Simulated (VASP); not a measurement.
# GaN in VASP: one cell, several levels of theory, part 2 of 2

VASP 6.6.1, plane waves, PAW. The steps go on from the part before.

## (3) r2SCAN

Input file INCAR:

```
ENCUT = 520.000000
SIGMA = 0.010000
EDIFF = 1.00e-07
ALGO = Normal
METAGGA = R2SCAN
PREC = Accurate
IBRION = -1
ISIF = 2
ISMEAR = 0
NBANDS = 16
NELM = 120
NSW = 0
LASPH = .TRUE.
LCHARG = .FALSE.
LWAVE = .FALSE.
LREAL = .FALSE.
```

Input file KPOINTS:

```
KPOINTS created by Atomic Simulation Environment
0
Gamma
10 10 10
0 0 0
```

Input file KPOINTS_OPT:

```
special points
6
Reciprocal
0.0000000000 0.0000000000 0.0000000000 1
-0.5000000000 -0.5000000000 0.0000000000 1
-0.3750000000 -0.3750000000 0.2500000000 1
-0.3750000000 0.0000000000 0.3750000000 1
0.0000000000 0.0000000000 0.5000000000 1
-0.5000000000 -0.2500000000 0.2500000000 1
```

Input file POSCAR:

```
Ga N
 1.0000000000000000
     0.0000000000000000    2.2489525411000000    2.1814839649000000
     2.2489525411000000    0.0000000000000000    2.1814839649000000
     2.2489525411000000    2.2489525411000000    0.0000000000000000
 Ga  N
   1   1
Cartesian
  0.0000000000000000  0.0000000000000000  0.0000000000000000
  1.1244762705499998  1.1244762705499998  1.0907419824500000
```

Launch:

```sh
$ mpirun -np 1 vasp_std
```

Printed to the terminal (iteration lines stand in OSZICAR):

```text
POSCAR found type information on POSCAR GaN
 POSCAR found :  2 types and       2 ions
 -----------------------------------------------------------------------------
|                                                                             |
|                                                                             |
|     You enforced a specific xc type in the INCAR file but a different       |
|     I HOPE YOU KNOW WHAT YOU ARE DOING!                                     |
|                                                                             |
 -----------------------------------------------------------------------------

 LDA part: xc-table for (None), standard interpolation
 POSCAR, INCAR and KPOINTS ok, starting setup
 FFT: planning ... GRIDC
 FFT: planning ... GRID_SOFT
 FFT: planning ... GRID
 WAVECAR not read
 entering main loop
 Start KPOINTS_OPT (optional k-point list driver)
k-point batch [1-6\6]
```

OSZICAR, shortened:

```text
N       E                     dE             d eps       ncg     rms          rms(c)
DAV:   1     0.720266439186E+02    0.72027E+02   -0.94747E+03  3624   0.209E+03
DAV:   2    -0.209356034637E+02   -0.92962E+02   -0.86978E+02  3760   0.341E+02
DAV:   3    -0.267637127347E+02   -0.58281E+01   -0.58083E+01  3776   0.727E+01
DAV:   4    -0.268274785948E+02   -0.63766E-01   -0.63759E-01  4168   0.812E+00
DAV:   5    -0.268283399099E+02   -0.86132E-03   -0.86131E-03  3936   0.856E-01    0.732E+00
DAV:   6    -0.217887183422E+02    0.50396E+01   -0.35170E+00  4944   0.419E+01    0.251E+00
DAV:   7    -0.218628188056E+02   -0.74100E-01   -0.47132E-01  3576   0.717E+00    0.176E+00
DAV:   8    -0.218735987943E+02   -0.10780E-01   -0.34064E-02  4456   0.487E+00    0.240E-01
DAV:   9    -0.218723723680E+02    0.12264E-02   -0.12077E-02  4808   0.278E+00    0.139E-01
DAV:  10    -0.218724730393E+02   -0.10067E-03   -0.85053E-04  3896   0.260E-01    0.138E-01
[... 11 lines left out ...]
   1 F= -.21872477E+02 E0= -.21872477E+02  d E =-.138337E-13
       N       E                     dE             ncg
DAV:   1     0.362193971665E+04   -0.43378E+04      224
DAV:   2     0.311335502505E+04   -0.50858E+03      224
DAV:   3     0.308225548113E+04   -0.31100E+02      224
DAV:   4     0.308195327007E+04   -0.30221E+00      248
DAV:   5     0.308194933226E+04   -0.39378E-02      240
DAV:   6     0.308194917077E+04   -0.16149E-03      264
DAV:   7     0.308194916738E+04   -0.33875E-05      248
DAV:   8     0.308194916721E+04   -0.16879E-06      240
DAV:   9     0.308194916721E+04   -0.54433E-08      168
```

Parts of OUTCAR:

```text
k-points           NKPTS =    102   k-points in BZ     NKDIM =    102   number of bands    NBANDS=     16

   NELECT =      18.0000    total number of electrons

   dimension x,y,z NGX =    24 NGY =   24 NGZ =   24
   dimension x,y,z NGXF=    48 NGYF=   48 NGZF=   48

  energy-cutoff  :      520.00
  volume of cell :       22.07
      direct lattice vectors                 reciprocal lattice vectors
     0.000000000  2.248952541  2.181483965    -0.222325723  0.222325723  0.229201776
     2.248952541  0.000000000  2.181483965     0.222325723 -0.222325723  0.229201776
     2.248952541  2.248952541  0.000000000     0.222325723  0.222325723 -0.229201776

 k-points in reciprocal lattice and weights: KPOINTS created by Atomic Simulation Env
   0.00000000  0.00000000  0.00000000       0.001
   0.10000000 -0.00000000  0.00000000       0.008
   0.20000000 -0.00000000  0.00000000       0.008
   0.30000000 -0.00000000  0.00000000       0.008
   0.40000000  0.00000000  0.00000000       0.008
   0.50000000 -0.00000000  0.00000000       0.004
   0.10000000  0.10000000  0.00000000       0.002
   0.20000000  0.10000000  0.00000000       0.008
[... 94 more k-points ...]

 E-fermi :   5.5572

 k-point     1 :       0.0000    0.0000    0.0000
  band No.  band energies     occupation
      1     -11.6290      2.00000
      2      -8.4548      2.00000
      3      -8.4548      2.00000
      4      -8.4220      2.00000
      5      -8.0544      2.00000
      6      -8.0511      2.00000
      7       5.3764      2.00000
      8       5.3764      2.00000
      9       5.5127      2.00000
     10       7.7824      0.00000
     11      16.6113      0.00000
     12      16.7029      0.00000
     13      16.7030      0.00000
     14      24.4956      0.00000
     15      25.0940      0.00000
     16      25.0941      0.00000

 k-point     2 :       0.1000   -0.0000    0.0000
  band No.  band energies     occupation
      1     -11.5103      2.00000
      2      -8.4390      2.00000
      3      -8.4269      2.00000
      4      -8.3959      2.00000
      5      -8.0549      2.00000
      6      -8.0532      2.00000
      7       4.3342      2.00000
      8       5.2544      2.00000
      9       5.3624      2.00000
     10       8.6147      0.00000
     11      16.1469      0.00000
     12      16.8572      0.00000
     13      16.8591      0.00000
     14      23.6591      0.00000
     15      23.8073      0.00000
     16      24.6736      0.00000

 k-point     3 :       0.2000   -0.0000    0.0000
  band No.  band energies     occupation
      1     -11.2031      2.00000
      2      -8.4023      2.00000
      3      -8.3810      2.00000
      4      -8.2481      2.00000
      5      -8.0538      2.00000
      6      -8.0511      2.00000
      7       2.4258      2.00000
      8       4.9536      2.00000
      9       5.0971      2.00000
     10       9.7605      0.00000
     11      15.3422      0.00000
     12      17.0414      0.00000
     13      17.2172      0.00000
     14      22.7562      0.00000
     15      23.0055      0.00000
     16      23.6483      0.00000

 k-point     4 :       0.3000   -0.0000    0.0000
  band No.  band energies     occupation
      1     -10.8509      2.00000
      2      -8.3689      2.00000
      3      -8.3450      2.00000
      4      -8.0464      2.00000
      5      -8.0328      2.00000
      6      -7.8683      2.00000
      7       0.4326      2.00000
      8       4.6121      2.00000
      9       4.7989      2.00000
     10      10.5019      0.00000
     11      14.9627      0.00000
     12      16.8612      0.00000
     13      17.2608      0.00000
     14      22.2237      0.00000
     15      23.7679      0.00000
     16      23.9179      0.00000

 k-point     5 :       0.4000    0.0000    0.0000
  band No.  band energies     occupation
      1     -10.6122      2.00000
      2      -8.3531      2.00000
      3      -8.3275      2.00000
      4      -8.0246      2.00000
      5      -8.0055      2.00000
      6      -7.2775      2.00000
      7      -1.2456      2.00000
      8       4.3554      2.00000
      9       4.5756      2.00000
     10      10.7741      0.00000
     11      14.9950      0.00000
     12      16.5257      0.00000
     13      17.0274      0.00000
     14      22.1486      0.00000
     15      25.4083      0.00000
     16      25.4728      0.00000

 k-point     6 :       0.5000   -0.0000    0.0000
  band No.  band energies     occupation
      1     -10.5358      2.00000
      2      -8.3497      2.00000
      3      -8.3237      2.00000
      4      -8.0136      2.00000
      5      -7.9921      2.00000
      6      -6.9170      2.00000
      7      -1.9801      2.00000
      8       4.2611      2.00000
      9       4.4939      2.00000
     10      10.8198      0.00000
     11      15.0645      0.00000
     12      16.3779      0.00000
     13      16.8963      0.00000
     14      22.2390      0.00000
     15      26.5934      0.00000
     16      26.6813      0.00000

 k-point     7 :       0.1000    0.1000    0.0000
  band No.  band energies     occupation
      1     -11.4658      2.00000
      2      -8.4249      2.00000
      3      -8.4248      2.00000
      4      -8.3901      2.00000
      5      -8.0608      2.00000
      6      -8.0450      2.00000
      7       4.4308      2.00000
      8       5.0259      2.00000
      9       5.0259      2.00000
     10       8.9276      0.00000
     11      15.7055      0.00000
     12      17.0243      0.00000
     13      17.0244      0.00000
     14      22.3976      0.00000
     15      25.9161      0.00000
     16      25.9162      0.00000

 k-point     8 :       0.2000    0.1000    0.0000
  band No.  band energies     occupation
      1     -11.2188      2.00000
      2      -8.3900      2.00000
      3      -8.3867      2.00000
      4      -8.2946      2.00000
      5      -8.0579      2.00000
      6      -8.0348      2.00000
      7       2.9690      2.00000
      8       4.6491      2.00000
      9       4.8625      2.00000
     10       9.8984      0.00000
     11      14.9852      0.00000
     12      17.1969      0.00000
     13      17.3343      0.00000
     14      21.0884      0.00000
     15      24.9905      0.00000
     16      25.0829      0.00000

 k-point     9 :       0.3000    0.1000    0.0000
  band No.  band energies     occupation
      1     -10.8843      2.00000
      2      -8.3537      2.00000
      3      -8.3486      2.00000
      4      -8.1354      2.00000
      5      -8.0176      2.00000
      6      -7.9039      2.00000
      7       1.0873      2.00000
      8       4.2862      2.00000
      9       4.5743      2.00000
     10      10.7513      0.00000
     11      14.6514      0.00000
     12      16.8408      0.00000
     13      17.3568      0.00000
     14      21.2964      0.00000
     15      24.3395      0.00000
     16      25.1983      0.00000

 k-point    10 :       0.4000    0.1000    0.0000
  band No.  band energies     occupation
      1     -10.6219      2.00000
      2      -8.3303      2.00000
      3      -8.3286      2.00000
      4      -8.0831      2.00000
      5      -7.9966      2.00000
      6      -7.3795      2.00000
      7      -0.6698      2.00000
      8       4.0634      2.00000
      9       4.2144      2.00000
     10      11.1964      0.00000
     11      14.5646      0.00000
     12      16.6486      0.00000
     13      17.0658      0.00000
     14      22.1035      0.00000
     15      24.5806      0.00000
     16      26.3800      0.00000

 k-point    11 :       0.5000    0.1000    0.0000
  band No.  band energies     occupation
      1     -10.5073      2.00000
      2      -8.3245      2.00000
      3      -8.3225      2.00000
      4      -8.0465      2.00000
      5      -7.9912      2.00000
      6      -6.8812      2.00000
      7      -1.7486      2.00000
      8       3.9240      2.00000
      9       4.0456      2.00000
     10      11.3689      0.00000
     11      14.3730      0.00000
     12      16.7912      0.00000
     13      16.8982      0.00000
     14      22.7415      0.00000
     15      25.5543      0.00000
     16      26.8855      0.00000

 k-point    12 :      -0.4000    0.1000    0.0000
  band No.  band energies     occupation
      1     -10.5346      2.00000
      2      -8.3290      2.00000
      3      -8.3208      2.00000
      4      -8.0313      2.00000
      5      -8.0129      2.00000
      6      -7.0246      2.00000
      7      -1.4792      2.00000
      8       3.7986      2.00000
      9       4.2345      2.00000
     10      11.4133      0.00000
     11      14.3168      0.00000
     12      16.7547      0.00000
     13      16.9399      0.00000
     14      23.1017      0.00000
     15      25.0760      0.00000
     16      26.2709      0.00000

[... the tables of k-points 13 to 102 left out ...]

  Total        0.8669426      0.8669426      1.3621710      0.0000000     -0.0000000     -0.0000000
  in kB       62.9445788     62.9445788     98.9007525      0.0000000     -0.0000000     -0.0000000
  external PRESSURE =      74.9299700 kB  Pullay stress =       0.0000000 kB

 POSITION                                       TOTAL-FORCE (eV/Angst)
 -----------------------------------------------------------------------------------
      0.00000      0.00000      0.00000         0.000000      0.000000      0.000000
      1.12448      1.12448      1.09074        -0.000000     -0.000000     -0.000000
 -----------------------------------------------------------------------------------
    total drift:                                0.000008      0.000008      0.000009

  FREE ENERGIE OF THE ION-ELECTRON SYSTEM (eV)
  ---------------------------------------------------
  free  energy   TOTEN  =       -21.8724773417 eV

  energy  without entropy=      -21.8724773417  energy(sigma->0) =      -21.87247734
```

Run time: 99 s. Hardware: 1 MPI rank of Intel Xeon Platinum 8488C, shared host; peak memory 0.19 GiB.

The levels at the points of KPOINTS_OPT are read from vasprun.xml.

Near the gap, in eV above the top of the last filled band v; c is the band after it:

```csv
point,v−1,v,c,c+1
Γ,-0.14,0.00,2.27,11.10
X,-3.17,-3.17,3.56,7.02
U,-4.59,-2.59,5.24,8.53
K,-4.64,-2.35,5.55,8.83
L,-1.25,-1.02,5.31,9.55
W,-4.03,-3.96,6.63,9.34
```

Gap with r2SCAN: 2.27 eV, direct (Γ). Pressure: 7.49 GPa; the forces vanish within 0.01 eV/Å.

## (4) Summary

This closing draws on all 2 parts.

```
 level  gap (eV)  pressure (GPa)
   PBE      1.87           12.59
r2SCAN      2.27            7.49
```

What this shows: The gap runs from 1.87 eV (PBE) to 2.27 eV (r2SCAN). At this one volume the pressure spans 7.5 GPa (r2SCAN) to 12.6 GPa (PBE): PBE wants the largest cell and r2SCAN the smallest.
